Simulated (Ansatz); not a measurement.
A run of Ansatz 0.2.0:

input.yaml

```yaml
crystal:
  lattice:
    - [2.4719999032, 0.0, 0.0]
    - [-1.2359999516, 2.1408147143, 0.0]
    - [0.0, 0.0, 4.02114408]
  atoms:
    - { symbol: Co, position: [0.6666666667, 0.3333333333, 0.75], spin: 2.0 }
    - { symbol: Co, position: [0.3333333333, 0.6666666667, 0.25], spin: 2.0 }
hamiltonian:
  xc: pbe
  pseudopotentials: { kind: paw }
magnetization:
  spin_polarized: true
kpoints:
  mp_grid: { grid: [12, 12, 7] }
scf:
  occupations: { method: gaussian, width: 0.019 }
output:
  forces: true
  stress: true
  eigenvalues: true
```

Potentials or basis: Ansatz PAW.

Run with:

```console
$ ansatz run input.yaml --threads 2 --pin off --max-ram 5632MiB --backend cpu --events-out ev --progress --plain --runs-dir out
```

Hardware: 2 threads of Intel(R) Xeon(R) Processor @ 2.70GHz, on a shared host.

How long does it take, and how much memory?

Run time: 5.3 s on 2 threads of Intel(R) Xeon(R) Processor @ 2.70GHz (shared host), peak memory 0.38 GiB. Counts: scf iterations 12, plane waves 391, k points 76, bands 23.
